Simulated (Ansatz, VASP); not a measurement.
## BeS in VASP and in Ansatz

INCAR

```
PREC = Accurate
ENCUT = 520
EDIFF = 1E-6
ISMEAR = 0
SIGMA = 0.05
LREAL = F
LASPH = T
NELM = 60
ALGO = Fast
ISIF = 2
LWAVE = F
LCHARG = F
NBANDS = 11
```

The input KPOINTS:

```
regular mesh
0
Gamma
  6 6 6
```

The input POSCAR:

```
BeS
1.0
    2.8743716424      0.0000000000      0.0000000000
    0.0000000000      2.8743716424      0.0000000000
    0.0000000000      0.0000000000      2.8743716424
Be S
1 1
Direct
    0.0000000000      0.0000000000      0.0000000000
    0.5000000000      0.5000000000      0.5000000000
```

Input for Ansatz:

```yaml
crystal:
  lattice:
    - [2.8743716424, 0.0, 0.0]
    - [0.0, 2.8743716424, 0.0]
    - [0.0, 0.0, 2.8743716424]
  atoms:
    - { symbol: Be, position: [0.0, 0.0, 0.0] }
    - { symbol: S, position: [0.5, 0.5, 0.5] }
basis:
  ecutwfc: 420
kpoints:
  mp_grid: { grid: [6, 6, 6] }
hamiltonian:
  xc: lda
scf:
  occupations: { method: gaussian, width: 0.05 }
output:
  forces: true
  stress: true
  eigenvalues: true
```

The cell comes from a database or a generator and needn't be the stable form of this composition.

Alike in both runs: task single point; functional LDA; k mesh 6 × 6 × 6; occupations gaussian, width 0.05 eV; no spin polarisation.

|  | VASP | Ansatz |
| --- | --- | --- |
| version | VASP 6.6.1 | Ansatz 0.2.0 |
| potentials or method | VASP PAW LDA potentials, release 64 (Be, S) | scalar-relativistic, plane waves, PAW |
| plane-wave cutoff (eV) | 520 | 420 |
| valence electrons in the cell | 8 | 8 |

|  | VASP | Ansatz | Ansatz less VASP |
| --- | --- | --- | --- |
| gap on the k mesh at the Fermi level (eV) | none | none | - |
| pressure (GPa) | -0.3 | -0.4 | -0.13 |

A gap of «none» marks a metal or a gap that the smearing closes.

Caveats: the k mesh is coarse (spacing up to 0.36 Å⁻¹), so the values aren't converged.
